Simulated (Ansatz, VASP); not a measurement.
One calculation of TePb, two programs

```
Te Pb
1.0
     0.00000    3.25286    3.25286
     3.25286    0.00000    3.25286
     3.25286    3.25286    0.00000
Te Pb
1 1
Direct
  0.50000 0.50000 0.50000
  0.00000 0.00000 0.00000
```

Alike in both runs: task single point; functional PBE; k mesh 8 × 8 × 8; occupations gaussian, width 0.02 eV; no spin polarisation.

|  | VASP | Ansatz |
| --- | --- | --- |
| version | VASP 6.6.1 | Ansatz 0.2.0 |
| potentials or method | VASP PAW PBE potentials, release 64 (Te, Pb_d) | scalar-relativistic, plane waves, PAW |
| plane-wave cutoff (eV) | 520 | 420 |
| valence electrons in the cell | 20 | 30 |

```tsv
	VASP	Ansatz	Ansatz less VASP
gap on the k mesh at the Fermi level (eV)	0.78	0.77	-0.005
least direct gap on the mesh (eV)	0.78	0.77	-0.005
pressure (GPa)	1.1	1.2	+0.06
```

With one functional, cell and mesh, what is left measures potentials, basis and numerics. The two sets of potentials don't hold the same shells in valence.

Caveats: spin-orbit coupling is left out, which as a rule narrows the gap of such compounds by several tenths of an eV. A k mesh can miss the band edges.
